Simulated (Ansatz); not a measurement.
Crystal: CdTe.

```
CELL_PARAMETERS angstrom
0.00000 3.20500 3.20500
3.20500 0.00000 3.20500
3.20500 3.20500 0.00000
ATOMIC_POSITIONS crystal
Te 0.75000 0.75000 0.75000
Cd 0.00000 0.00000 0.00000
```

| Item | Value |
| --- | --- |
| Program | Ansatz 0.2.0 |
| Task | relaxation of cell and atoms |
| Functional | HSE03 |
| Potentials or basis | Ansatz PAW |
| Cutoff | 420 eV (not typed: the program's choice for these potentials) |
| k mesh | 4 × 4 × 4 |
| Occupations | fermi-dirac, width 0.05 eV |
| Spin | no spin polarisation |

At the start: volume 32.92 Å³/atom.

Question: How do energy, volume and symmetry change on relaxing?

Answer: It ends after 5 steps and the volume is 35.66 Å³/atom (+8.3 %); space group F-43m (No. 216, to 0.05 Å).

Step by step:
```csv
step,energy change (eV),largest force (eV/Å),volume (Å³)
1,0.0000,0.0000,65.84
2,-0.0351,0.0000,74.74
3,-0.0543,0.0000,71.78
4,-0.0550,0.0000,71.33
5,-0.0579,0.0000,71.33
```

Final structure:
```cif
data_structure
_symmetry_space_group_name_H-M 'P 1'
_symmetry_Int_Tables_number 1
_cell_length_a 4.6551
_cell_length_b 4.6551
_cell_length_c 4.6551
_cell_angle_alpha 60.000
_cell_angle_beta 60.000
_cell_angle_gamma 60.000
_cell_volume 71.33
loop_
_atom_site_label
_atom_site_type_symbol
_atom_site_fract_x
_atom_site_fract_y
_atom_site_fract_z
_atom_site_occupancy
Te1 Te 0.75000 0.75000 0.75000 1
Cd1 Cd 0.00000 0.00000 0.00000 1
```

Caveat: the k mesh is coarse (spacing up to 0.42 Å⁻¹), so the values aren't converged, least of all with exact exchange; the plane-wave basis is chosen anew once the cell has moved, so the energies of steps on either side of that aren't comparable; the PAW data sets come from PBE, with cores solved anew for the run's functional, which leaves a small shift of forces and pressure.
